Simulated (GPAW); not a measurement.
A run of GPAW 26.7.0 is set up as follows.

The input run.py:

```python
from ase.filters import FrechetCellFilter
from ase.io import read, write
from ase.optimize import FIRE
from ase.units import GPa
from gpaw import GPAW, PW

atoms = read('CdS.xyz')

calc = GPAW(mode=PW(600),
            xc='MGGA_X_RSCAN+MGGA_C_RSCAN',
            kpts={'size': (5, 5, 3), 'gamma': True},
            occupations={'name': 'fermi-dirac', 'width': 0.05},
            nbands=31,
            convergence={'density': 1e-06, 'energy': 1e-06, 'eigenstates': 1e-10},
            maxiter=150,
            txt='gpaw.txt')
atoms.calc = calc
opt = FIRE(FrechetCellFilter(atoms, scalar_pressure=20 * GPa), trajectory='relax.traj', logfile='-')
done = opt.run(fmax=0.05, steps=40)
calc.write('gs.gpw')
write('result.traj', atoms)
print('Converged:', done)
print('Cell:', atoms.cell.cellpar().round(4))
print('Volume:', round(atoms.get_volume(), 4))
print(atoms.get_scaled_positions().round(5))
```

CdS.xyz

```xyz
4
Lattice="4.1500000000 0.0000000000 0.0000000000 -2.0750000000 3.5940054257 0.0000000000 0.0000000000 0.0000000000 6.7370000000" Properties=species:S:1:pos:R:3 pbc="T T T"
Cd     2.0750000002      1.1980018084      3.3685000000
Cd    -0.0000000002      2.3960036173      0.0000000000
S      2.0750000002      1.1980018084      5.8948750000
S     -0.0000000002      2.3960036173      2.5263750000
```

Potentials or basis: GPAW PAW data sets (gpaw-data 1.2.1), pw.

The run is started by

```sh
$ OMP_NUM_THREADS=1 python run.py
```

Problem. Predict the relaxed volume.

Solution. 20.58 Å³/atom.

Problem. Predict the band gap on the k mesh.

Solution. 2.04 eV, direct.

Final structure:
```
Cd S
1.0
     3.87797    0.00000    0.00000
    -1.93899    3.35842    0.00000
     0.00000    0.00000    6.31970
Cd S
2 2
Cartesian
  1.9390 1.1195 3.1578
  0.0000 2.2389 -0.0021
  1.9390 1.1195 5.5318
  0.0000 2.2389 2.3719
```

Caveat: later steps reuse the first step's grids; the volume moved by over 15 % at a fixed basis, so the end points are rough; the PAW data sets were made with another functional, which shifts forces and pressure a little.
